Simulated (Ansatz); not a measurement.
InP built on the zincblende prototype at its r2SCAN geometry, run in Ansatz 0.2.0 at 2 levels of theory. (Simulation; no magnetic order is allowed.)

The PBE+SOC input:
```yaml
crystal:
  lattice:
    - [0.0, 2.953787642, 2.953787642]
    - [2.953787642, 0.0, 2.953787642]
    - [2.953787642, 2.953787642, 0.0]
  atoms:
    - { symbol: In, position: [0.0, 0.0, 0.0] }
    - { symbol: P, position: [0.25, 0.25, 0.25] }
kpoints:
  mp_grid: { grid: [8, 8, 8] }
  band_path:
    path:
      - [0.0, 0.0, 0.0]
      - [-0.5, -0.5, 0.0]
      - [-0.375, -0.375, 0.25]
      - [-0.375, 0.0, 0.375]
      - [0.0, 0.0, 0.5]
      - [-0.5, -0.25, 0.25]
    npoints: 1
hamiltonian:
  xc: pbe
scf:
  occupations: { method: fermi_dirac, width: 0.02 }
  n_extra_bands: 8
magnetization:
  noncollinear: true
  spin_orbit: true
output:
  forces: true
  stress: true
  eigenvalues: true
  write_density: true
  write_potential: true
  elf: true
  volumetric_format: npy
```

Main results, then, where recorded, the levels near the gap in eV from the Fermi energy (columns number the bands from 0), one row a point of the path (Γ, X, U, K, L, W):
```
Crystal: 2 atoms, lattice volume = 51.543 Å³
Symmetry: 24 space group operations + 24 with time reversal
Magnetic group: BNS 216.75 (UNI 1577)
```
```
Basis set: ecut = 420 eV, 965 PW (Γ)
Bands: 26, of which v1, the nominal top of the filled ones, is band 18 counted from 1 (17 counted from 0)
k-points: 29 of 512 (time reversal used)
Free energy (F): -6355.925524 eV
Fermi energy:    7.013183 eV
--- Stress (GPa, compression-positive) ---
        1.580858       0.000000       0.000000
        0.000000       1.580858       0.000000
        0.000000       0.000000       1.580858
  P = ⅓ Tr σ = 1.5809 GPa (15.809 kbar)
```
```tsv
band_10	band_11	band_12	band_13	band_14	band_15	band_16	band_17	band_18	band_19	band_20	band_21	band_22	band_23
-11.672	-11.672	-0.384	-0.384	-0.286	-0.286	-0.286	-0.286	0.272	0.272	3.465	3.465	3.917	3.917
-9.398	-9.398	-5.959	-5.959	-2.610	-2.610	-2.514	-2.514	1.489	1.489	1.957	1.957	8.746	8.746
-9.411	-9.410	-5.825	-5.814	-3.556	-3.467	-2.195	-2.185	2.054	2.061	4.016	4.034	7.041	7.088
-9.411	-9.410	-5.825	-5.814	-3.556	-3.467	-2.195	-2.185	2.054	2.061	4.016	4.034	7.041	7.088
-10.023	-10.023	-5.920	-5.920	-1.313	-1.313	-1.202	-1.202	1.130	1.130	4.399	4.399	4.567	4.567
-9.328	-9.325	-5.820	-5.808	-3.249	-3.170	-3.115	-3.059	3.954	3.971	3.977	3.983	5.057	5.299
```

With PBE+SOC the gap is 0.56 eV and direct, at Γ.

Q: Another run on the same cell gave
```
Basis set: ecut = 420 eV, 965 PW (Γ)
Bands: 13, of which v1, the nominal top of the filled ones, is band 9 counted from 1 (8 counted from 0)
k-points: 16 of 216 (time reversal used)
hybrid outer 1: dexx = +9.671e-3 eV, tail = 2.83e-5 eV
hybrid outer 2: dexx = +4.244e-7 eV, tail = 9.61e-9 eV, Δε = 1.73e-3 eV
Free energy (F): -6357.982565 eV
Fermi energy:    5.952793 eV
--- Stress (GPa, compression-positive) ---
       -0.429488       0.000000       0.000000
        0.000000      -0.429488       0.000000
        0.000000       0.000000      -0.429488
  P = ⅓ Tr σ = -0.4295 GPa (-4.295 kbar)
```
```tsv
band_5	band_6	band_7	band_8	band_9	band_10	band_11
-12.673	0.000	0.000	0.000	1.962	5.587	5.587
-10.191	-6.230	-2.506	-2.506	3.048	3.652	10.958
-10.207	-6.065	-3.565	-2.093	3.714	5.927	9.165
-10.207	-6.065	-3.565	-2.093	3.714	5.927	9.165
-10.877	-6.219	-1.049	-1.049	2.833	6.330	6.330
-10.116	-6.049	-3.202	-3.115	5.716	6.007	7.138
```
Which level of theory and mesh gave it?

A: It is PBE0, judged by the exchange loop and the size of the gap (a near hybrid could fit too), on 6×6×6; the blocks that differ from the first input, but for the band path:
```yaml
kpoints:
  mp_grid: { grid: [6, 6, 6] }
hamiltonian:
  xc: pbe0
scf:
  occupations: { method: fixed }
  n_extra_bands: 4
```
(magnetization left out)
The PBE0 gap is direct at Γ: 1.96 eV. The mean stress, -0.4 GPa, is small, and the program warns that its thresholds are loose for a hybrid's stress.

The hybrids run on coarser meshes, which limits their stresses and small splittings of levels.

Totals of different functionals, or with and without spin-orbit coupling, can't be compared.

Only the levels marked +SOC include spin-orbit coupling.

The meshes of the hybrids are coarse, so their gaps aren't converged to the digits shown.
